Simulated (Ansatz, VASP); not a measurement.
**Two plane-wave programs on W**

Contents of INCAR:

```
SYSTEM = W
PREC = Accurate
ENCUT = 600
EDIFF = 1E-6
ISMEAR = -1
SIGMA = 0.05
LREAL = .FALSE.
LASPH = .TRUE.
NELM = 80
ALGO = Normal
ISIF = 3
LWAVE = .FALSE.
LCHARG = .FALSE.
METAGGA = R2SCAN
LMIXTAU = .TRUE.
IVDW = 12
VDW_S6 = 1.0
VDW_S8 = 0.78981345
VDW_A1 = 0.49484001
VDW_A2 = 5.73083694
IBRION = 2
NSW = 40
EDIFFG = -0.005
```

The input KPOINTS:

```
Automatic mesh
0
G
  11 11 11
  0 0 0
```

Contents of POSCAR:

```
W
1.0
    0.0000000000      2.0300000000      2.0300000000
    2.0300000000      0.0000000000      2.0300000000
    2.0300000000      2.0300000000      0.0000000000
W
1
Direct
    0.0000000000      0.0000000000      0.0000000000
```

File input.yaml:

```yaml
crystal:
  lattice:
    - [0.0, 2.03, 2.03]
    - [2.03, 0.0, 2.03]
    - [2.03, 2.03, 0.0]
  atoms:
    - { symbol: W, position: [0.0, 0.0, 0.0] }
hamiltonian:
  xc: r2scan
  pseudopotentials: { kind: paw }
  dispersion: d3bj
kpoints:
  mp_grid: { grid: [11, 11, 11] }
scf:
  occupations: { method: fermi_dirac, width: 0.05 }
output:
  forces: true
  stress: true
  eigenvalues: true
relax:
  f_tol: 0.01
  max_steps: 40
  cell: { stress_tol: 0.05 }
```

This isn't the form of W at room conditions, which is bcc.

Alike in both runs: task relaxation of cell and atoms; functional r2SCAN; dispersion D3(BJ); k mesh 11 × 11 × 11; occupations fermi-dirac, width 0.05 eV; no spin polarisation.

```csv
,VASP,Ansatz
version,VASP 6.6.1,Ansatz 0.2.0
potentials or method,"VASP PAW PBE potentials, release 64 (W_sv)",Ansatz PAW
plane-wave cutoff (eV),600,500
valence electrons in the cell,14,14
```

Ansatz gave:

```
gap on the k mesh at the Fermi level, each at its own relaxed structure (eV) : none
relaxed volume (Å³/atom)                                                     : 16.02
relaxed cell length with the largest relative difference (Å)                 : 2.829
energy change over the relaxation (meV/atom)                                 : -29
```

**Question.** Which values does VASP return?

**Answer.** gap on the k mesh at the Fermi level, each at its own relaxed structure (eV): none; relaxed volume (Å³/atom): 16.08; relaxed cell length with the largest relative difference (Å): 2.833; energy change over the relaxation (meV/atom): -24.

A gap of «none» marks a metal or a gap that the smearing closes.

Caveats: pairwise dispersion overbinds metals, which lowers pressure and volume; the PAW data sets were made with another functional, which shifts forces and pressure a little (VASP); the plane-wave basis is chosen anew once the cell has moved, so the energies of steps on either side of that aren't comparable (Ansatz); the PAW data sets come from PBE, with cores solved anew for the run's functional, which leaves a small shift of forces and pressure (Ansatz); the dispersion damping was fitted for another functional or another form of the correction (Ansatz). Spin-orbit coupling is left out, which matters for the levels of W.
